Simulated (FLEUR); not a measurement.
Here is a FLEUR MaX-R8.1 (later development tree) calculation.

File inp.xml:

```xml
<?xml version="1.0" encoding="UTF-8" standalone="no"?>
<fleurInput fleurInputVersion="0.39">
   <comment>
      CdSe                                                                                                
   </comment>
   <calculationSetup>
      <cutoffs Kmax="3.8" Gmax="11.8" GmaxXC="11.8" numbands="0"/>
      <scfLoop itmax="60" minDistance="0.00001" maxIterBroyd="15" imix="Anderson" alpha="0.05" precondParam="0.0" spinf="2.0" sdNocoIR="T"/>
      <coreElectrons ctail="T" frcor="F" kcrel="0" coretail_lmax="0"/>
      <xcFunctional name="pbe" relativisticCorrections="F"/>
      <magnetism jspins="1"/>
      <soc l_soc="F" theta="0.0" phi="0.0" spav="F"/>
      <expertModes spex="0" secvar="F"/>
      <geometryOptimization l_f="T" forcealpha="1.0" forcemix="BFGS" epsdisp="0.0005" epsforce="0.0002"/>
      <ldaU l_linMix="F" mixParam="0.05" spinf="1.0"/>
   </calculationSetup>
   <cell>
      <bzIntegration valenceElectrons="36.0" mode="hist" fermiSmearingEnergy="0.00183747">
         <kPointListSelection listName="default-1"/>
         <!-- k-points included here -->
         <xi:include xmlns:xi="http://www.w3.org/2001/XInclude" href="kpts.xml"> </xi:include>
      </bzIntegration>
      <!-- symmetry operations included here -->
      <xi:include xmlns:xi="http://www.w3.org/2001/XInclude" href="sym.xml"> </xi:include>
      <bulkLattice scale="1.0">
         <bravaisMatrix>
            <row-1>    0.0000000000000000     5.4309935136031662     5.4309935136031662</row-1>
            <row-2>    5.4309935136031662     0.0000000000000000     5.4309935136031662</row-2>
            <row-3>    5.4309935136031662     5.4309935136031662     0.0000000000000000</row-3>
         </bravaisMatrix>
      </bulkLattice>
   </cell>
   <atomSpecies>
      <species name="Cadmium (Cd)" element="Cd" atomicNumber="48">
         <mtSphere radius="2.64" gridPoints="879" logIncrement="0.015"/>
         <atomicCutoffs lmax="11" lnonsphr="8"/>
         <electronConfig flipSpins="F">
            <coreConfig>(1s1/2) (2s1/2) (2p1/2) (2p3/2) (3s1/2) (3p1/2) (3p3/2) (3d3/2) (3d5/2)</coreConfig>
            <valenceConfig>(4s1/2) (4p1/2) (4p3/2) (5s1/2) (4d3/2) (4d5/2)</valenceConfig>
         </electronConfig>
         <energyParameters s="5" p="5" d="4" f="4"/>
         <lo type="SCLO" l="0" n="4" eDeriv="0"/>
         <lo type="SCLO" l="1" n="4" eDeriv="0"/>
         <lo type="SCLO" l="1" n="4" eDeriv="1"/>
         <lo type="SCLO" l="2" n="4" eDeriv="2"/>
         <lo type="SCLO" l="3" n="4" eDeriv="2"/>
      </species>
      <species name="Selenium (Se)" element="Se" atomicNumber="34">
         <mtSphere radius="2.24" gridPoints="763" logIncrement="0.016"/>
         <atomicCutoffs lmax="9" lnonsphr="7"/>
         <electronConfig flipSpins="F">
            <coreConfig>(1s1/2) (2s1/2) (2p1/2) (2p3/2) (3s1/2) (3p1/2) (3p3/2)</coreConfig>
            <valenceConfig>(3d3/2) (3d5/2) (4s1/2) (4p1/2) (4p3/2)</valenceConfig>
            <stateOccupation state="(4p1/2)" spinUp="0.666667" spinDown="0.666667"/>
            <stateOccupation state="(4p3/2)" spinUp="1.333333" spinDown="1.333333"/>
         </electronConfig>
         <energyParameters s="4" p="4" d="4" f="4"/>
         <lo type="SCLO" l="2" n="3" eDeriv="0"/>
         <lo type="SCLO" l="0" n="4" eDeriv="2"/>
         <lo type="SCLO" l="1" n="4" eDeriv="2"/>
         <lo type="SCLO" l="3" n="4" eDeriv="2"/>
      </species>
   </atomSpecies>
   <atomGroups>
      <atomGroup species="Cadmium (Cd)">
         <relPos label="                   1">.0000000000 .0000000000 .0000000000</relPos>
         <force calculate="T" relaxXYZ="TTT"/>
      </atomGroup>
      <atomGroup species="Selenium (Se)">
         <relPos label="                   2">1.000/2.000 1.000/2.000 1.000/2.000</relPos>
         <force calculate="T" relaxXYZ="TTT"/>
      </atomGroup>
   </atomGroups>
   <output dos="F" band="F" slice="F">
      <checks vchk="F" cdinf="F"/>
      <bandDOS minEnergy="-.5*Htr" maxEnergy="0.5*Htr" sigma="0.015" storeEVData="T"/>
      <vacuumDOS vacdos="F" integ="F" star="F" nstars="0" locx1="0.0" locy1="0.0" locx2="0.0" locy2="0.0" nstm="0" tworkf="0.0"/>
      <unfoldingBand unfoldBand="F" supercellX="1" supercellY="1" supercellZ="1"/>
      <plotting iplot="0" polar="F">
         <plot TwoD="T" vec1="  1.0  0.0  0.0" vec2="  0.0  1.0  0.0" vec3="  0.0  0.0  1.0" zero="  0.0  0.0  0.0" file="plot"/>
      </plotting>
      <chargeDensitySlicing numkpt="0" minEigenval="0.0" maxEigenval="0.0" nnne="0" pallst="F"/>
      <specialOutput eonly="F"/>
      <moessbauerParams electricFieldGradient="T" isomerShift="T" coreHyperfine="T" valenceHyperfine="T"/>
      <magneticCircularDichroism mcd="F" energyLo="-10.0" energyUp="0.0"/>
   </output>
  <!-- We include the file relax.xml here to enable relaxations (see documentation) -->
  <xi:include xmlns:xi="http://www.w3.org/2001/XInclude" href="relax.xml"> <xi:fallback/> </xi:include>
</fleurInput>
```

crystal.txt

```
CdSe
&input cartesian=F /
0.0000000000  2.8739580000  2.8739580000
2.8739580000  0.0000000000  2.8739580000
2.8739580000  2.8739580000  0.0000000000
1.8897261246
1.0 1.0 1.0

2
48 0.0000000000  0.0000000000  0.0000000000
34 0.5000000000  0.5000000000  0.5000000000

&kpt div1=8 div2=8 div3=8 gamma=T /
```

Potentials or basis: all-electron, FLAPW.

The run is started by

```sh
$ inpgen -f crystal.txt -profile fastHighL
$ # inp.xml edited to the form shown
$ fleur_MPI
```

(1) What does it give for the band gap on the k mesh?

Results:

(1) none (metal or under the smearing width).
